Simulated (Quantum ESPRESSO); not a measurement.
Ag: equation of state with PBE+D3(BJ)

The system is Ag.

```
Ag
1.0
     0.00000    2.04275    2.04275
     2.04275    0.00000    2.04275
     2.04275    2.04275    0.00000
Ag
1
Direct
  0.00000 0.00000 0.00000
```

```json
{"Program": "Quantum ESPRESSO 7.5", "Task": "equation of state", "Functional": "PBE", "Dispersion": "D3(BJ)", "Potentials or basis": "PseudoDojo 0.4.1 SR PBE standard", "Cutoff": "1116 eV", "Density cutoff": "4463 eV", "k mesh": "11 × 11 × 11", "Occupations": "fermi-dirac, width 0.05 eV", "Spin": "no spin polarisation"}
```

The equilibrium volume is 17.04 Å³/atom. The bulk modulus is 109 GPa. The pressure derivative of the bulk modulus is 6.1.

Energy against volume, from the lowest point:
| volume (Å³/atom) | energy (meV/atom) |
| --- | --- |
| 16.025 | 23.48 |
| 16.366 | 9.83 |
| 16.707 | 2.24 |
| 17.048 | 0.00 |
| 17.389 | 2.35 |
| 17.730 | 8.73 |
| 18.071 | 18.52 |

All runs of the series together: 59 s on 1 thread of Intel(R) Xeon(R) 6975P-C (Granite Rapids), with other jobs on the host.
